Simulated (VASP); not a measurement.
# CdF2 (R3m) in VASP: notebook

Runs on CdF2. Level: LDA. Tasks: single point.

All numbers are computed with VASP 6.6.1; they aren't measurements. Logs are shortened: lines on timing, memory, paths and dates and some standing lists are left out, and cuts for length are marked.

### 1 The cell of the first run

It takes space group R3m (No. 160, trigonal). The conventional cell has a = 3.746 Å, b = 3.746 Å, c = 9.176 Å, α = 90.00°, β = 90.00°, γ = 120.00°. Around Cd (site symmetry 3m) lie 7 F at 2.11 to 2.36 Å. F (site symmetry 3m) is surrounded by 4 Cd at 2.11 to 2.36 Å. Around F (site symmetry 3m) lie 4 Cd at 2.24 to 2.48 Å.

### 2 Single point, LDA (all Cd atoms moved +0.188 Å, as atom 1 along Cartesian [1 1 1])

The input, INCAR:

```
SYSTEM = CdF2
ALGO     = Fast           ! electronic algorithm
EDIFF    = 1E-6           ! SCF threshold, eV
ENCUT    = 520            ! plane-wave cutoff, eV
GGA      = CA             ! functional
ISIF     = 2              ! what is computed and relaxed
ISMEAR   = 0              ! smearing method
LASPH    = .TRUE.         ! aspherical terms in the spheres
LCHARG   = .FALSE.        ! write CHGCAR
LREAL    = .FALSE.        ! projectors in reciprocal space
LWAVE    = .FALSE.        ! write WAVECAR
NBANDS   = 20             ! bands
NELM     = 100            ! most SCF steps
PREC     = Accurate       ! precision mode
SIGMA    = 0.05           ! smearing width, eV
```

The input, KPOINTS:

```
k-points
0
G
  8 8 8
  0 0 0
```

The input, POSCAR:

```
CdF2
1.0
    0.0000000000      2.6488277134      2.6488277134
    2.6488277134      0.0000000000      2.6488277134
    2.6488277134      2.6488277134      0.0000000000
Cd F
1 2
Direct
    0.0204341670      0.0204341670      0.0204341670
    0.2500000000      0.2500000000      0.2500000000
    0.7500000000      0.7500000000      0.7500000000
```

Potentials or basis: VASP PAW LDA potentials, release 64 (Cd, F).

Run with:

```sh
$ cat potpaw_LDA.64/Cd/POTCAR potpaw_LDA.64/F/POTCAR > POTCAR
$ mpirun -np 1 vasp_std > vasp.out
```

OUTCAR:

```text
SYSTEM = CdF2
   EDIFF = 1E-6
   ENCUT = 520
   GGA = CA
   ISIF = 2
   ISMEAR = 0
   LASPH = .TRUE.
   LREAL = .FALSE.
   NELM = 100
   PREC = Accurate

 ion  position               nearest neighbor table
   1  0.020  0.020  0.020-   2 2.11   3 2.24   3 2.24   3 2.24   2 2.36   2 2.36   2 2.36   3 2.48

   2  0.250  0.250  0.250-   1 2.11   1 2.36   1 2.36   1 2.36
   3  0.750  0.750  0.750-   1 2.24   1 2.24   1 2.24   1 2.48

  LATTYP: Found a face centered cubic cell.
 ALAT       =     5.2976554268

  Lattice vectors:

 A1 = (   0.0000000000,   2.6488277134,   2.6488277134)
 A2 = (   2.6488277134,   0.0000000000,   2.6488277134)
 A3 = (   2.6488277134,   2.6488277134,   0.0000000000)

Analysis of symmetry for initial positions (statically):
=====================================================================
 Subroutine PRICEL returns:
 Original cell was already a primitive cell.

 Routine SETGRP: Setting up the symmetry group for a
 face centered cubic supercell.

 Subroutine GETGRP returns: Found  6 space group operations
 (whereof  6 operations were pure point group operations)
 out of a pool of 48 trial point group operations.

The static configuration has the point symmetry C_3v.

Analysis of symmetry for dynamics (positions and initial velocities):
=====================================================================
 Subroutine PRICEL returns:
 Original cell was already a primitive cell.

 Routine SETGRP: Setting up the symmetry group for a
 face centered cubic supercell.

 Subroutine GETGRP returns: Found  6 space group operations
 (whereof  6 operations were pure point group operations)
 out of a pool of 48 trial point group operations.

The dynamic configuration has the point symmetry C_3v.

 Subroutine INISYM returns: Found  6 space group operations
 (whereof  6 operations are pure point group operations),
 and found     1 'primitive' translations

----------------------------------------------------------------------------------------

                                     Primitive cell

  volume of cell :      37.1699

  direct lattice vectors                    reciprocal lattice vectors
     0.000000000  2.648827713  2.648827713    -0.188762749  0.188762749  0.188762749
     2.648827713  0.000000000  2.648827713     0.188762749 -0.188762749  0.188762749
     2.648827713  2.648827713  0.000000000     0.188762749  0.188762749 -0.188762749

  length of vectors
     3.746008077  3.746008077  3.746008077     0.326946671  0.326946671  0.326946671

  position of ions in fractional coordinates (direct lattice)
     0.020434167  0.020434167  0.020434167
     0.250000000  0.250000000  0.250000000
     0.750000000  0.750000000  0.750000000

  ion indices of the primitive-cell ions
   primitive index   ion index
                 1           1
                 2           2
                 3           3

----------------------------------------------------------------------------------------

 KPOINTS: k-points

Automatic generation of k-mesh.
 Grid dimensions read from file:
 generate k-points for:    8    8    8

 Generating k-lattice:

  Cartesian coordinates                     Fractional coordinates (reciprocal lattice)
    -0.023595344  0.023595344  0.023595344     0.125000000  0.000000000  0.000000000
     0.023595344 -0.023595344  0.023595344     0.000000000  0.125000000  0.000000000
     0.023595344  0.023595344 -0.023595344     0.000000000  0.000000000  0.125000000

  Length of vectors
     0.040868334  0.040868334  0.040868334

  Shift w.r.t. Gamma in fractional coordinates (k-lattice)
     0.000000000  0.000000000  0.000000000

 Subroutine IBZKPT returns following result:
 ===========================================

 Found     65 irreducible k-points:

 Following reciprocal coordinates:
            Coordinates               Weight
  0.000000  0.000000  0.000000      1.000000
  0.125000  0.000000  0.000000      6.000000
  0.125000  0.125000  0.125000      2.000000
  0.250000  0.000000  0.000000      6.000000
  0.250000  0.250000  0.250000      2.000000
  0.375000  0.000000  0.000000      6.000000
[... 16 lines left out ...]
 -0.250000  0.125000  0.000000     12.000000
  0.125000  0.125000  0.375000      6.000000
 [... further k-points ...]
   k-points           NKPTS =     65   k-points in BZ     NKDIM =     65   number of bands    NBANDS=     20
   number of dos      NEDOS =    301   number of ions     NIONS =      3
   total plane-waves  NPLWV =  21952
   dimension x,y,z NGX =    28 NGY =   28 NGZ =   28
   dimension x,y,z NGXF=    56 NGYF=   56 NGZF=   56
   ions per type =               1   2
   NGX,Y,Z   is equivalent  to a cutoff of  12.43, 12.43, 12.43 a.u.
   NGXF,Y,Z  is equivalent  to a cutoff of  24.85, 24.85, 24.85 a.u.
 SYSTEM =  CdF2
   PREC   = accura    normal or accurate (medium, high low for compatibility)
   ISTART =      0    job   : 0-new  1-cont  2-samecut
   ICHARG =      2    charge: 1-file 2-atom 10-const
   ISPIN  =      1    spin polarized calculation?
   LNONCOLLINEAR =      F non collinear calculations
   LSORBIT =      F    spin-orbit coupling
   LASPH  =      T    aspherical Exc in radial PAW
   ENCUT  =  520.0 eV  38.22 Ry    6.18 a.u.   6.97  6.97  6.97*2*pi/ulx,y,z
   NELM   =    100;   NELMIN=  2; NELMDL= -5     # of ELM steps
   EDIFF  = 0.1E-05   stopping-criterion for ELM
   LREAL  =      F    real-space projection
   EDIFFG = 0.1E-04   stopping-criterion for IOM
   NSW    =      0    number of steps for IOM
   IBRION =     -1    ionic relax: 0-MD 1-quasi-New 2-CG
   NFREE  =      0    steps in history (QN), initial steepest desc. (CG)
   ISIF   =      2    stress and relaxation
   ISYM   =      2    0-nonsym 1-usesym 2-fastsym
   POTIM  = 0.5000    time-step for ionic-motion
   TEBEG  =    0.0;   TEEND  =   0.0 temperature during run
   PSTRESS=    0.0 pullay stress
   NELECT =      26.0000    total number of electrons
   NUPDOWN=      -1.0000    fix difference up-down
   EMIN   =  10.00;   EMAX   =-10.00  energy-range for DOS
   EFERMI =   0.00;   METHOD = LEGACY
   ISMEAR =     0;   SIGMA  =   0.05  broadening in eV -4-tet -1-fermi 0-gaus
   EFERMI_NEDOS =   21; number of points for ismear=-14 and -15
   IALGO  =     68    algorithm
   IMIX   =      4    mixing-type and parameters
     AMIX     =   0.40;   BMIX     =  1.00
     AMIX_MAG =   1.60;   BMIX_MAG =  1.00
  volume/ion in A,a.u.               =      12.39        83.61
  Fermi-wavevector in a.u.,A,eV,Ry     =   1.453234  2.746214 28.733998  2.111889
  Thomas-Fermi vector in A             =   2.570524
   LORBIT       =      0    0 simple, 1 ext, 2 COOP (PROOUT), +10 PAW based schemes
   GGA     = CA    functional components
   LHFCALC =     F    Hartree Fock is set to
   AEXX    =    0.0000 exact exchange contribution
   IVDW    =     0    specifies the selected vdW correction
   LEPSILON=     F    determine dielectric tensor
   LRPA    =     F    only Hartree local field effects (RPA)
 non-spin polarized calculation
 RMM-DIIS sequential band-by-band and
 Gauss-broadening in eV      SIGMA  =   0.05
  energy-cutoff  :      520.00
  volume of cell :       37.17
 maximum number of plane-waves:      1012
   NGX = 13   NGY = 13   NGZ = 13

 number of electron      26.0000025 magnetization

 Free energy of the ion-electron system (eV)
  ---------------------------------------------------
  ext. energy  EPLUGINS =         0.00000000
  ---------------------------------------------------
  free energy    TOTEN  =       -12.60794518 eV

  energy without entropy =      -12.60794518  energy(sigma->0) =      -12.60794518

 E-fermi :  -1.0595     XC(G=0): -11.3947

 val. band max:       -1.2703916664   @ k =  -0.2500   0.5000   0.2500
 cond. band min:       1.7374969846   @ k =   0.0000   0.0000   0.0000
 fundamental gap:      3.0078886510
 Fermi energy:        -1.0595225307

 k-point     1 :       0.0000    0.0000    0.0000
  band No.  band energies     occupation
      1     -22.0405      2.00000
      2     -20.7196      2.00000
      3      -7.1124      2.00000
      4      -7.1010      2.00000
      5      -7.1010      2.00000
      6      -5.6216      2.00000
[... 12 lines left out ...]
     19      18.4862      0.00000
     20      18.4862      0.00000

 k-point     2 :       0.1250    0.0000    0.0000
  band No.  band energies     occupation
      1     -21.9809      2.00000
      2     -20.7732      2.00000
      3      -7.1465      2.00000
      4      -7.0301      2.00000
      5      -6.8115      2.00000
      6      -5.6470      2.00000
[... 12 lines left out ...]
     19      18.1435      0.00000
     20      18.2478      0.00000

 k-point     3 :       0.1250    0.1250    0.1250
  band No.  band energies     occupation
      1     -21.9804      2.00000
      2     -20.7738      2.00000
      3      -7.0334      2.00000
      4      -7.0334      2.00000
      5      -6.9289      2.00000
      6      -5.6419      2.00000
[... 12 lines left out ...]
     19      18.1239      0.00000
     20      18.1239      0.00000

 k-point     4 :       0.2500    0.0000    0.0000
  band No.  band energies     occupation
      1     -21.8194      2.00000
      2     -20.9160      2.00000
      3      -7.0138      2.00000
      4      -6.8632      2.00000
      5      -6.2721      2.00000
      6      -5.6721      2.00000
[... 12 lines left out ...]
     19      17.5386      0.00000
     20      18.6012      0.00000

 k-point     5 :       0.2500    0.2500    0.2500
  band No.  band energies     occupation
      1     -21.8179      2.00000
      2     -20.9177      2.00000
      3      -6.8772      2.00000
      4      -6.8772      2.00000
      5      -6.4382      2.00000
      6      -5.6511      2.00000
[... 12 lines left out ...]
     19      17.4916      0.00000
     20      18.5423      0.00000
[... 353 lines left out ...]
      6      -5.6176      2.00000
[... 12 lines left out ...]
     19      16.8723      0.00000
     20      19.6727      0.00000

 k-point    22 :      -0.3750    0.5000   -0.3750
  band No.  band energies     occupation
      1     -21.4962      2.00000
      2     -21.1994      2.00000
      3      -6.7211      2.00000
      4      -6.6201      2.00000
      5      -5.6549      2.00000
      6      -5.6522      2.00000
[... 12 lines left out ...]
     19      16.8245      0.00000
     20      19.7040      0.00000

 k-point    23 :      -0.2500    0.1250    0.0000
  band No.  band energies     occupation
      1     -21.7130      2.00000
      2     -21.0055      2.00000
      3      -6.9067      2.00000
      4      -6.7607      2.00000
      5      -5.9397      2.00000
      6      -5.7907      2.00000
[... 12 lines left out ...]
     19      16.9486      0.00000
     20      19.8349      0.00000

 k-point    24 :       0.1250    0.1250    0.3750
  band No.  band energies     occupation
      1     -21.7118      2.00000
      2     -21.0069      2.00000
      3      -6.8887      2.00000
      4      -6.7166      2.00000
      5      -6.0217      2.00000
      6      -5.7947      2.00000
[... 12 lines left out ...]
     19      16.8483      0.00000
     20      19.8870      0.00000

 [... further k-points ...]
[... 5 lines left out ...]
  --------------------------------------------------------------------------------------
  -------------------------------------------------------------------------------------
  Total        0.8884822      0.8884822      0.8884822      0.4002604      0.4002604      0.4002604
  in kB       38.2973011     38.2973011     38.2973011     17.2528983     17.2528983     17.2528983
  external PRESSURE =      38.2973011 kB  Pullay stress =       0.0000000 kB

 VOLUME and BASIS-vectors are now :
 -----------------------------------------------------------------------------
  energy-cutoff  :      520.00
  volume of cell :       37.17
      direct lattice vectors                 reciprocal lattice vectors
     0.000000000  2.648827713  2.648827713    -0.188762749  0.188762749  0.188762749
     2.648827713  0.000000000  2.648827713     0.188762749 -0.188762749  0.188762749
     2.648827713  2.648827713  0.000000000     0.188762749  0.188762749 -0.188762749

 POSITION                                       TOTAL-FORCE (eV/Angst)
 -----------------------------------------------------------------------------------
      0.10825      0.10825      0.10825        -0.842472     -0.842472     -0.842472
      1.32441      1.32441      1.32441         0.636902      0.636902      0.636902
      3.97324      3.97324      3.97324         0.205570      0.205570      0.205570
 -----------------------------------------------------------------------------------
    total drift:                               -0.000138     -0.000138     -0.000138

  FREE ENERGIE OF THE ION-ELECTRON SYSTEM (eV)
  ---------------------------------------------------
  free  energy   TOTEN  =       -12.6079451791 eV

  energy  without entropy=      -12.6079451791  energy(sigma->0) =      -12.60794518
```

Run time: 39 s. Hardware: 1 thread of AMD EPYC 7R13 (Zen 3), shared host; peak memory 0.14 GiB.

Results:

* Free energy: -12.6079 eV
* Pressure: 3.8 GPa
* Largest force: 1.459 eV/Å
* Band gap on the k mesh: 3.01 eV, indirect (least direct gap 3.41 eV)

Forces on the atoms (eV/Å):
```
Cd  -0.842 -0.842 -0.842
F    0.637  0.637  0.637
F    0.206  0.206  0.206
```

Caveat: forces of over 1 eV/Å show positions far from the minimum, so gaps and moduli don't describe the material at rest. A k mesh can miss the band edges.

### 3 Single point, LDA (all Cd atoms moved +0.075 Å, as atom 1 along Cartesian [1 1 1])

The input, INCAR:

```
SYSTEM = CdF2
  PREC = Accurate
  ENCUT = 520
  EDIFF = 1E-7
  ISMEAR = 0
  SIGMA = 0.05
  LREAL = .False.
  LASPH = .True.
  NELM = 100
  ALGO = Normal
  ISIF = 2
  LWAVE = .False.
  LCHARG = .False.
  GGA = CA
  NBANDS = 20
```

The input, KPOINTS:

```
regular mesh
0
Gamma
  8 8 8
  0 0 0
```

Edit POSCAR of step 2 so:

```diff
@@ -8,3 +8,3 @@
 Direct
-    0.0204341670      0.0204341670      0.0204341670
+    0.0081736668      0.0081736668      0.0081736668
     0.2500000000      0.2500000000      0.2500000000
```

Potentials or basis: VASP PAW LDA potentials, release 64 (Cd, F).

Run with:

```sh
$ cat potpaw_LDA.64/Cd/POTCAR potpaw_LDA.64/F/POTCAR > POTCAR
$ mpirun -np 1 vasp_std > vasp.out
```

OUTCAR:

```text
SYSTEM = CdF2
   PREC = Accurate
   ENCUT = 520
   EDIFF = 1E-7
   ISMEAR = 0
   LREAL = .False.
   LASPH = .True.
   NELM = 100
   ISIF = 2
   GGA = CA

 ion  position               nearest neighbor table
   1  0.008  0.008  0.008-   2 2.22   3 2.27   3 2.27   3 2.27   2 2.32   2 2.32   2 2.32   3 2.37

   2  0.250  0.250  0.250-   1 2.22   1 2.32   1 2.32   1 2.32
   3  0.750  0.750  0.750-   1 2.27   1 2.27   1 2.27   1 2.37

  LATTYP: Found a face centered cubic cell.
 ALAT       =     5.2976554268

  Lattice vectors:

[... 195 lines left out ...]
      6      -5.5781      2.00000
[... 541 lines left out ...]
     19      16.8753      0.00000
     20      19.8614      0.00000

 [... further k-points ...]
[... 5 lines left out ...]
  --------------------------------------------------------------------------------------
  -------------------------------------------------------------------------------------
  Total        0.3823601      0.3823601      0.3823601      0.0603294      0.0603294      0.0603294
  in kB       16.4813189     16.4813189     16.4813189      2.6004484      2.6004484      2.6004484
  external PRESSURE =      16.4813189 kB  Pullay stress =       0.0000000 kB

 VOLUME and BASIS-vectors are now :
 -----------------------------------------------------------------------------
  energy-cutoff  :      520.00
  volume of cell :       37.17
      direct lattice vectors                 reciprocal lattice vectors
     0.000000000  2.648827713  2.648827713    -0.188762749  0.188762749  0.188762749
     2.648827713  0.000000000  2.648827713     0.188762749 -0.188762749  0.188762749
     2.648827713  2.648827713  0.000000000     0.188762749  0.188762749 -0.188762749

 POSITION                                       TOTAL-FORCE (eV/Angst)
 -----------------------------------------------------------------------------------
      0.04330      0.04330      0.04330        -0.293886     -0.293886     -0.293886
      1.32441      1.32441      1.32441         0.179376      0.179376      0.179376
      3.97324      3.97324      3.97324         0.114510      0.114510      0.114510
 -----------------------------------------------------------------------------------
    total drift:                                0.000081      0.000081      0.000081

  FREE ENERGIE OF THE ION-ELECTRON SYSTEM (eV)
  ---------------------------------------------------
  free  energy   TOTEN  =       -12.7154193767 eV

  energy  without entropy=      -12.7154193767  energy(sigma->0) =      -12.71541938
```

Wall time 33 s (1 thread of AMD EPYC 7R13 (Zen 3), shared host); peak memory 0.14 GiB.

Results:

- Free energy: -12.7154 eV
- Pressure: 1.6 GPa
- Largest force: 0.509 eV/Å
- Band gap on the k mesh: 2.98 eV, indirect (least direct gap 3.39 eV)

Forces in eV/Å, atoms in the order of the input:
```
Cd  -0.294 -0.294 -0.294
F    0.179  0.179  0.179
F    0.115  0.115  0.115
```

A k mesh can miss the band edges.

### 4 Single point, LDA (all Cd atoms moved +0.263 Å, as atom 1 along Cartesian [1 1 1])

The input, INCAR:

```
  ALGO = Normal
  EDIFF = 1E-6
  ENCUT = 520
  ISIF = 2
  ISMEAR = 0
  LASPH = T
  LCHARG = F
  LREAL = F
  LWAVE = F
  NBANDS = 20
  NELM = 100
  PREC = Accurate
  SIGMA = 0.05
```

The input, KPOINTS:

```
k-points
0
Gamma
  8 8 8
```

Edit POSCAR of step 3 so:

```diff
@@ -8,3 +8,3 @@
 Direct
-    0.0081736668      0.0081736668      0.0081736668
+    0.0286078337      0.0286078337      0.0286078337
     0.2500000000      0.2500000000      0.2500000000
```

Run with:

```sh
$ cat potpaw_LDA.64/Cd/POTCAR potpaw_LDA.64/F/POTCAR > POTCAR
$ mpirun -np 1 vasp_std > vasp.out
```

Wall time 32 s (1 thread of AMD EPYC 7R13 (Zen 3), shared host); peak memory 0.14 GiB.

It converged, with:

| Property | Result |
| --- | --- |
| Free energy | -12.4664 eV |
| Pressure | 6.4 GPa |
| Largest force | 2.364 eV/Å |
| Band gap on the k mesh | 3.00 eV, indirect (least direct gap 3.41 eV) |

Forces on the atoms (eV/Å):
```
Cd  -1.365 -1.365 -1.365
F    1.136  1.136  1.136
F    0.229  0.229  0.229
```

Stress tensor (GPa, compression positive):
```
6.35 3.62 3.62
3.62 6.35 3.62
3.62 3.62 6.35
```

Levels at points of the mesh, in eV from the valence-band top:
```csv
k point,band 9,band 10,band 11,band 12,band 13,band 14,band 15,band 16,band 17,band 18
"(0.00, 0.00, 0.00)",-1.01,-1.01,-0.43,-0.43,-0.41,3.00,12.60,12.60,12.96,17.44
"(0.50, 0.00, 0.00)",-2.49,-2.02,-1.86,-0.38,-0.29,7.30,8.95,14.62,15.00,17.78
"(0.50, 0.50, 0.50)",-2.39,-2.07,-2.07,-0.37,-0.37,7.30,9.09,14.62,14.62,18.03
"(0.50, 0.50, 0.00)",-3.23,-2.59,-0.52,-0.25,0.00,8.10,9.67,11.42,14.43,14.77
```

Caveat: forces of over 1 eV/Å show positions far from the minimum, so gaps and moduli don't describe the material at rest. A k mesh can miss the band edges.

[end of part 1 of 2]
